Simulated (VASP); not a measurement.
The system is GaN.

```
CELL_PARAMETERS angstrom
0.00000 2.25350 2.25350
2.25350 0.00000 2.25350
2.25350 2.25350 0.00000
ATOMIC_POSITIONS crystal
Ga 0.00000 0.00000 0.00000
N 0.75000 0.75000 0.75000
```

The cell is a database's computed one.

| Item | Value |
| --- | --- |
| Program | VASP 6.6.1 |
| Task | relaxation of cell and atoms |
| Functional | PBE |
| Potentials or basis | VASP PAW PBE potentials, release 64 (Ga_d, N) |
| Cutoff | 600 eV |
| k mesh | 10 × 10 × 10 |
| Occupations | gaussian, width 0.03 eV |
| Spin | no spin polarisation |

At the start: pressure 4.9 GPa; volume 11.44 Å³/atom.

Q: Where does the relaxation end?

A: Over 3 steps the energy falls by 4.7 meV/atom and the volume is 11.76 Å³/atom (+2.8 %); space group F-43m (No. 216, to 0.05 Å).

The path:
| step | energy change (eV) | largest force (eV/Å) | pressure (GPa) | volume (Å³) |
| --- | --- | --- | --- | --- |
| 1 | 0.0000 | 0.0000 | 4.92 | 22.89 |
| 2 | -0.0029 | 0.0000 | -3.73 | 24.07 |
| 3 | -0.0095 | 0.0000 | -0.08 | 23.52 |

Final structure:
```xyz
2
Lattice="0.0000 2.2741 2.2741 2.2741 0.0000 2.2741 2.2741 2.2741 0.0000" Properties=species:S:1:pos:R:3 pbc="T T T"
Ga    0.0000    0.0000    0.0000
N     3.4112    3.4112    3.4112
```
